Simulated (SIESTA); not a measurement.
MnO2 under changes of volume

One of the cells (10.800 Å³/atom); the others are scaled copies at fixed shape and fractional positions:

```
CELL_PARAMETERS angstrom
1.42843 0.82471 4.58393
-1.42843 0.82471 4.58393
0.00000 -1.64941 4.58393
ATOMIC_POSITIONS crystal
Mn 0.00000 0.00000 0.00000
O 0.73564 0.73564 0.73564
O 0.26436 0.26436 0.26436
```

Measurements of this composition are mostly on another form, of space group No. 136.

* Program: SIESTA 5.4.2
* Functional: LDA
* Potentials or basis: PseudoDojo 0.4 standard (LDA files)
* Basis: DZP (energy shift 0.003 Ry; two zetas on semicore shells)
* Grid cutoff: 800 Ry
* Energy shift: 0.003 Ry
* k mesh: 8 × 8 × 8
* Occupations: fermi-dirac, width 0.05 eV
* Spin: collinear spin, ferromagnetic start
* Starting moments: [4.0, 0.0, 0.0] μB

```csv
volume (Å³/atom),energy over the lowest point (meV/atom),pressure (GPa),gap on the mesh (eV),largest force (eV/Å)
10.152,9.26,8.5,0.18,0.887
10.368,1.28,3.3,0.26,0.519
10.584,0.00,-1.4,0.34,0.180
10.800,4.77,-5.6,0.41,0.136
11.016,14.95,-9.4,0.48,0.426
11.232,29.93,-12.8,0.55,0.693
11.448,?,?,?,?
```

Task: What does the run at 11.448 Å³/atom give?

Result: Energy over the lowest point 49.16 meV/atom; pressure -15.7 GPa; gap on the mesh 0.61 eV; largest force 0.936 eV/Å.

Worked out: A Birch-Murnaghan fit of order 3 (a polynomial in V^(-2/3)) to the other rows has its minimum at 10.52 Å³/atom with B0 = V·E''(V) = 225 GPa and B' = 4.4 at fixed shape and positions, which overstates the stiffness. It gives 49.26 meV/atom at 11.448 Å³/atom, against the run's 49.16, and -dE/dV = -15.8 GPa, against -15.7. A straight line through the other rows of the gap, of slope 3.65 eV per unit of ln V, extrapolates to 0.62 eV, against the run's 0.61.

Energies are extrapolated to zero smearing.

Caveats: short orbitals over semicore shells can move pressures by several GPa; the basis of atomic orbitals isn't converged, which shifts pressures, moduli and gaps; a cell with one magnetic atom can't hold antiferromagnetic order, which such compounds often take.

A mesh can miss the band edges.
